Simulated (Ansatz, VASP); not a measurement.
**Two plane-wave programs on InP**

```
CELL_PARAMETERS angstrom
0.00000 2.97989 2.97989
2.97989 0.00000 2.97989
2.97989 2.97989 0.00000
ATOMIC_POSITIONS crystal
In 0.00000 0.00000 0.00000
P 0.75000 0.75000 0.75000
```

Alike in both runs: task single point; functional PBE; k mesh 10 × 10 × 10; occupations gaussian, width 0.02 eV; no spin polarisation.

```csv
,VASP,Ansatz
version,VASP 6.6.1,Ansatz 0.2.0
potentials or method,"VASP PAW PBE potentials, release 64 (In_d, P)","scalar-relativistic, plane waves, PAW"
plane-wave cutoff (eV),520,420
valence electrons in the cell,18,18
```

```tsv
	VASP	Ansatz	Ansatz less VASP
gap on the k mesh at the Fermi level (eV)	0.44	0.44	+0.003
least direct gap on the mesh (eV)	0.44	0.44	+0.003
pressure (GPa)	-0.1	0.0	+0.05
```

Caveats: spin-orbit coupling is left out, which moves the levels of the heavy elements.
